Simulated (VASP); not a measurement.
# CdS (F-43m) in VASP: Born charges and dielectric tensor with PBE

Aim: the Born charges and dielectric tensor of CdS with PBE.

Everything below comes from runs of VASP 6.6.1. Logs are shortened: lines on timing, memory, paths and dates and some standing lists are left out, and cuts for length are marked.

**1. Starting point**

The structure is cubic, space group F-43m (No. 216). The conventional cell has a = 5.937 Å, b = 5.937 Å, c = 5.937 Å, α = 90.00°, β = 90.00°, γ = 90.00°. Cd (site symmetry -43m) has 4 S at 2.57 Å as nearest neighbours. Around S (site symmetry -43m) lie 4 Cd at 2.57 Å.

**2. Born charges and dielectric tensor, PBE**

Input file INCAR:

```
ALGO     = Normal         # electronic algorithm
EDIFF    = 1E-8           # SCF threshold, eV
ENCUT    = 520            # plane-wave cutoff, eV
GGA      = PE             # functional
IBRION   = 8              # ionic algorithm
ISIF     = 2              # what is computed and relaxed
ISMEAR   = 0              # smearing method
LASPH    = T              # aspherical terms in the spheres
LCHARG   = F              # write CHGCAR
LEPSILON = T              # dielectric tensor by DFPT
LREAL    = F              # projectors in reciprocal space
LWAVE    = F              # write WAVECAR
NELM     = 80             # most SCF steps
NSW      = 1              # ionic steps
PREC     = Accurate       # precision mode
SIGMA    = 0.02           # smearing width, eV
```

Input file KPOINTS:

```
k-points
0
Gamma
  10 10 10
```

Input file POSCAR:

```
CdS                                     
1.0
    0.0000000000      2.9684162854      2.9684162854
    2.9684162854      0.0000000000      2.9684162854
    2.9684162854      2.9684162854      0.0000000000
  Cd              S             
     1     1
Direct
     0.0000000000000000    0.0000000000000000    0.0000000000000000
     0.2500000000000000    0.2500000000000000    0.2500000000000000
```

Potentials or basis: VASP PAW PBE potentials, release 64 (Cd, S).

Launch:

```sh
$ cat potpaw_PBE.64/Cd/POTCAR potpaw_PBE.64/S/POTCAR > POTCAR
$ mpirun -np 1 vasp_std > vasp.out
```

OUTCAR:

```text
EDIFF = 1E-8
   ENCUT = 520
   GGA = PE
   IBRION = 8
   ISIF = 2
   ISMEAR = 0
   LASPH = T
   LEPSILON = T
   LREAL = F
   NELM = 80
   NSW = 1
   PREC = Accurate

 ion  position               nearest neighbor table
   1  0.000  0.000  0.000-   2 2.57   2 2.57   2 2.57   2 2.57
   2  0.250  0.250  0.250-   1 2.57   1 2.57   1 2.57   1 2.57

  LATTYP: Found a face centered cubic cell.
 ALAT       =     5.9368325708

  Lattice vectors:

 A1 = (   0.0000000000,   2.9684162854,   2.9684162854)
 A2 = (   2.9684162854,   0.0000000000,   2.9684162854)
 A3 = (   2.9684162854,   2.9684162854,   0.0000000000)

Analysis of symmetry for initial positions (statically):
=====================================================================
 Subroutine PRICEL returns:
 Original cell was already a primitive cell.

 Routine SETGRP: Setting up the symmetry group for a
 face centered cubic supercell.

 Subroutine GETGRP returns: Found 24 space group operations
 (whereof 24 operations were pure point group operations)
 out of a pool of 48 trial point group operations.

The static configuration has the point symmetry T_d .

Analysis of symmetry for dynamics (positions and initial velocities):
=====================================================================
 Subroutine PRICEL returns:
 Original cell was already a primitive cell.

 Routine SETGRP: Setting up the symmetry group for a
 face centered cubic supercell.

 Subroutine GETGRP returns: Found 24 space group operations
 (whereof 24 operations were pure point group operations)
 out of a pool of 48 trial point group operations.

The dynamic configuration has the point symmetry T_d .

 Subroutine INISYM returns: Found 24 space group operations
 (whereof 24 operations are pure point group operations),
 and found     1 'primitive' translations

----------------------------------------------------------------------------------------

[... 616 lines left out ...]
     0.00000 -5.17856 -0.00145

 MACROSCOPIC STATIC DIELECTRIC TENSOR (including local field effects in DFT)
 ------------------------------------------------------
           6.420969     0.000000     0.000000
           0.000000     6.420969     0.000000
          -0.000000    -0.000000     6.420969
 ------------------------------------------------------

 PIEZOELECTRIC TENSOR (including local field effects)  for field in x, y, z        (e  Angst)
          XX          YY          ZZ          XY          YZ          ZX
  --------------------------------------------------------------------------------
  x     0.00000     0.00000     0.00000     0.00000    -2.11584    -0.00000
  y    -0.00000    -0.00000    -0.00000     0.00000     0.00000    -2.11584
  z     0.00000     0.00000     0.00000    -2.11584     0.00000     0.00000

 PIEZOELECTRIC TENSOR (including local field effects)  for field in x, y, z        (C/m^2)
          XX          YY          ZZ          XY          YZ          ZX
  --------------------------------------------------------------------------------
  x     0.00000     0.00000     0.00000     0.00000    -0.64802    -0.00000
  y    -0.00000    -0.00000    -0.00000     0.00000     0.00000    -0.64802
  z     0.00000     0.00000     0.00000    -0.64802     0.00000     0.00000

 BORN EFFECTIVE CHARGES (including local field effects) (in |e|, cummulative output)
 ---------------------------------------------------------------------------------
 ion    1
    1     2.25320     0.00000    -0.00000
    2    -0.00000     2.25320     0.00000
    3     0.00000     0.00000     2.25320
 ion    2
    1    -2.25320    -0.00000     0.00000
    2     0.00000    -2.25320    -0.00000
    3    -0.00000    -0.00000    -2.25320

 INTERNAL STRAIN TENSOR FOR ION    2 for displacements in x,y,z  (eV/Angst):
          X           Y           Z          XY          YZ          ZX
  --------------------------------------------------------------------------------
  x    -0.00000    -0.00000    -0.00000     0.00000    -5.17856     0.00000
  y     0.00000    -0.00000     0.00000     0.00000     0.00000    -5.17856
  z     0.00000     0.00000    -0.00000    -5.17856     0.00000     0.00000

 SECOND DERIVATIVES (NOT SYMMETRIZED)
 ------------------------------------
               1X          1Y          1Z          2X          2Y          2Z
  1X    -4.315623    0.000000    0.000000    4.315623    0.000000    0.000000
  1Y     0.000000   -4.315623    0.000000    0.000000    4.315623    0.000000
  1Z     0.000000    0.000000   -4.315623    0.000000    0.000000    4.315623
  2X     4.313904    0.000000    0.000000   -4.313904    0.000000    0.000000
  2Y     0.000000    4.313904    0.000000    0.000000   -4.313904    0.000000
  2Z     0.000000    0.000000    4.313904    0.000000    0.000000   -4.313904

 Eigenvectors and eigenvalues of the dynamical matrix
 ----------------------------------------------------

   1 f  =    6.500963 THz    40.846757 2PiTHz  216.848795 cm-1    26.885812 meV
             X         Y         Z           dx          dy          dz
      0.000000  0.000000  0.000000     0.000000    0.471184    0.000000
      1.484208  1.484208  1.484208     0.000000   -0.882035    0.000000
[... 21 lines left out ...]
   6 f/i=    0.000538 THz     0.003383 2PiTHz    0.017959 cm-1     0.002227 meV
             X         Y         Z           dx          dy          dz
      0.000000  0.000000  0.000000     0.000000    0.000000    0.882035
      1.484208  1.484208  1.484208     0.000000    0.000000    0.471184

--------------------------------------------------------------------------------------------------------

 MACROSCOPIC STATIC DIELECTRIC TENSOR IONIC CONTRIBUTION
 ------------------------------------------------------
           4.070075    -0.000000     0.000000
          -0.000000     4.070075     0.000000
           0.000000     0.000000     4.070075
 ------------------------------------------------------

 ELASTIC MODULI CONTR FROM IONIC RELAXATION (kBar)
 Direction    XX          YY          ZZ          XY          YZ          ZX
 --------------------------------------------------------------------------------
 XX          -0.0000      0.0000     -0.0000      0.0000     -0.0000      0.0000
 YY           0.0000     -0.0000      0.0000      0.0000     -0.0000     -0.0000
 ZZ          -0.0000      0.0000     -0.0000     -0.0000     -0.0000      0.0000
 XY           0.0000      0.0000     -0.0000   -193.7941      0.0000      0.0000
 YZ          -0.0000     -0.0000     -0.0000      0.0000   -193.7941      0.0000
 ZX           0.0000     -0.0000      0.0000      0.0000      0.0000   -193.7941
 --------------------------------------------------------------------------------

 PIEZOELECTRIC TENSOR IONIC CONTR  for field in x, y, z        (C/m^2)
          XX          YY          ZZ          XY          YZ          ZX
  --------------------------------------------------------------------------------
  x     0.00000     0.00000     0.00000    -0.00000     0.83569     0.00000
  y    -0.00000     0.00000    -0.00000     0.00000    -0.00000     0.83569
  z     0.00000     0.00000     0.00000     0.83569     0.00000     0.00000
```

It took 7.4 min on 1 thread of Intel Xeon Platinum 8488C (Sapphire Rapids), shared host; peak memory 0.43 GiB.

Results:

* Band gap on the k mesh: 1.03 eV, direct
* Electronic dielectric tensor (diagonal): 6.42
* Born charges (mean of the diagonal): Cd +2.25; S -2.25 e
* Highest phonon frequency at Γ, LO-TO splitting left out: 217 cm⁻¹

Phonon frequencies in cm⁻¹ (negative: imaginary):
| q point | frequencies |
| --- | --- |
| (0.000, 0.000, 0.000) | 0 0 0 217 217 217 |

Electronic dielectric tensor:
```
6.42 0.00 0.00
0.00 6.42 0.00
0.00 0.00 6.42
```

Born effective charge tensors (e):
atom 1, Cd
```
2.25 0.00 0.00
0.00 2.25 0.00
0.00 0.00 2.25
```
atom 2, S
```
-2.25  0.00  0.00
 0.00 -2.25  0.00
 0.00  0.00 -2.25
```

A hybrid or GW would open this gap; PBE tends to underestimate it.
